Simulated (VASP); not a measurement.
KCl (Sylvite): single point with PBE

KCl (Sylvite):

```
K Cl
1.0
     0.00000    3.14647    3.14647
     3.14647    0.00000    3.14647
     3.14647    3.14647    0.00000
K Cl
1 1
Direct
  0.00000 0.00000 0.00000
  0.50000 0.50000 0.50000
```

```yaml
Program: VASP 6.6.1
Task: single point
Functional: PBE
Potentials_or_basis: VASP PAW PBE potentials, release 64 (K_sv, Cl)
Cutoff: 520 eV
k_mesh: 7 × 7 × 7
Occupations: fermi-dirac, width 0.05 eV
Spin: no spin polarisation
Further_INCAR_settings: ALGO = Normal; EDIFF = 1e-07; NBANDS = 15
```

```json
{
 "Pressure": "0.8 GPa",
 "Band gap on the k mesh": "5.19 eV, direct"
}
```

Levels at points of the mesh, in eV from the valence-band top:
| k point | band 4 | band 5 | band 6 | band 7 | band 8 | band 9 | band 10 | band 11 | band 12 | band 13 |
| --- | --- | --- | --- | --- | --- | --- | --- | --- | --- | --- |
| (0.00, 0.00, 0.00) | -10.66 | -10.66 | 0.00 | 0.00 | 0.00 | 5.19 | 8.38 | 8.38 | 8.38 | 9.26 |

It took 16 s on 1 thread of Intel(R) Xeon(R) Platinum 8488C (Sapphire Rapids), on a shared host, peak memory 0.2 GiB.

The gap isn't set beside the measured one, since this odd mesh misses points on the zone boundary.

Caveat: an odd mesh through Γ misses points on the zone boundary, where band edges often lie.
